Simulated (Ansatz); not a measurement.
## Pb under changes of volume

One of the cells (31.034 Å³/atom); the others are scaled copies at fixed shape and fractional positions:

```
Pb
1.0
    -1.97966    1.97966    1.97966
     1.97966   -1.97966    1.97966
     1.97966    1.97966   -1.97966
Pb
1
Direct
  0.00000 0.00000 0.00000
```

This isn't the form of Pb at room conditions, which is fcc.

| Item | Value |
| --- | --- |
| Program | Ansatz 0.2.0 |
| Functional | LDA |
| Potentials or basis | Ansatz PAW |
| Cutoff | 420 eV (not typed: the program's choice for these potentials) |
| k mesh | 9 × 9 × 9 |
| Occupations | fermi-dirac, width 0.05 eV |
| Spin | no spin polarisation |

```csv
volume (Å³/atom),energy over the lowest point (meV/atom),pressure (GPa)
29.172,0.00,-0.8
29.792,5.38,-1.8
30.413,14.45,-2.7
31.034,26.72,-3.4
31.654,?,?
32.275,58.96,-4.6
32.896,78.08,-5.0
```

Question: What does the run at 31.654 Å³/atom give?

Answer: Energy over the lowest point 41.71 meV/atom; pressure -4.0 GPa.

Worked out: A Birch-Murnaghan fit of order 3 (a polynomial in V^(-2/3)) to the other rows has its minimum at 28.73 Å³/atom, just outside them, with B0 = V·E''(V) = 58 GPa and B' = 6.3. It gives 41.69 meV/atom at 31.654 Å³/atom, against the run's 41.71, and -dE/dV = -4.2 GPa, against -4.0.

Energies are extrapolated to zero smearing.

Caveats: the PAW data sets come from PBE, with cores solved anew for the run's functional, which leaves a small shift of forces and pressure.
